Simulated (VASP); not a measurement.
A run of VASP 6.6.1 is set up as follows.

POSCAR

```
Zn
1.0
    3.7711300000      0.0000000000      0.0000000000
    0.0000000000      3.7711300000      0.0000000000
    0.0000000000      0.0000000000      3.7711300000
Zn
3
Direct
    0.0000000000      0.5000000000      0.5000000000
    0.5000000000      0.0000000000      0.5000000000
    0.5000000000      0.5000000000      0.0000000000
```

INCAR.step1

```
SYSTEM = Zn
PREC = Accurate
ENCUT = 520
EDIFF = 1E-6
ISMEAR = -1
SIGMA = 0.05
LREAL = .FALSE.
LASPH = .TRUE.
NELM = 80
ALGO = Fast
ISIF = 2
LWAVE = .FALSE.
LCHARG = .TRUE.
GGA = 91
```

The input KPOINTS.step1:

```
regular mesh
0
G
  7 7 7
  0 0 0
```

Contents of INCAR.step2:

```
SYSTEM = Zn
PREC = Accurate
ENCUT = 520
EDIFF = 1E-6
ISMEAR = 0
SIGMA = 0.05
LREAL = .FALSE.
LASPH = .TRUE.
NELM = 80
ALGO = Fast
ISIF = 2
LWAVE = .FALSE.
LCHARG = .FALSE.
GGA = 91
ICHARG = 11
```

The input KPOINTS.step2:

```
path GXMGRX,MR
10
line-mode
reciprocal
 0.0000000000  0.0000000000  0.0000000000  G
 0.0000000000  0.5000000000  0.0000000000  X

 0.0000000000  0.5000000000  0.0000000000  X
 0.5000000000  0.5000000000  0.0000000000  M

 0.5000000000  0.5000000000  0.0000000000  M
 0.0000000000  0.0000000000  0.0000000000  G

 0.0000000000  0.0000000000  0.0000000000  G
 0.5000000000  0.5000000000  0.5000000000  R

 0.5000000000  0.5000000000  0.5000000000  R
 0.0000000000  0.5000000000  0.0000000000  X

 0.5000000000  0.5000000000  0.0000000000  M
 0.5000000000  0.5000000000  0.5000000000  R
```

Potentials or basis: VASP PAW PBE potentials, release 64 (Zn).

Command:

```sh
$ cat potpaw_PBE.64/Zn/POTCAR > POTCAR
$ cp INCAR.step1 INCAR
$ cp KPOINTS.step1 KPOINTS
$ mpirun -np 1 vasp_std > vasp.out
$ cp INCAR.step2 INCAR
$ cp KPOINTS.step2 KPOINTS
$ mpirun -np 1 vasp_std > vasp.out
```

Q: Estimate the band gap along the path.

A: None (metal or under the smearing width).

Levels at the corners of the path, in eV from the Fermi level:
```
point  band 15  band 16  band 17  band 18  band 19  band 20  band 21  band 22
    Γ    -6.63    -6.63     0.83     0.83     0.83     3.13     3.13     5.88
    X    -6.63    -6.40    -5.62     3.13     3.13     4.89     5.56     5.56
    X    -6.63    -6.40    -5.62     3.13     3.13     4.89     5.56     5.56
    M    -6.97    -4.75    -3.16    -3.16    -1.50     6.18     6.63     6.63
    M    -6.97    -4.75    -3.16    -3.16    -1.50     6.18     6.63     6.63
    Γ    -6.63    -6.63     0.83     0.83     0.83     3.13     3.13     5.88
    Γ    -6.63    -6.63     0.83     0.83     0.83     3.13     3.13     5.88
    R    -6.71    -2.87    -0.58    -0.58    -0.58    -0.55    -0.55    -0.55
    R    -6.71    -2.87    -0.58    -0.58    -0.58    -0.55    -0.55    -0.55
    X    -6.63    -6.40    -5.62     3.13     3.13     4.89     5.56     5.56
    M    -6.97    -4.75    -3.16    -3.16    -1.50     6.18     6.63     6.63
    R    -6.71    -2.87    -0.58    -0.58    -0.58    -0.55    -0.55    -0.55
```

Caveat: the log is that of the step along the path at fixed density, whose energy, stress, charges and moments have no meaning.
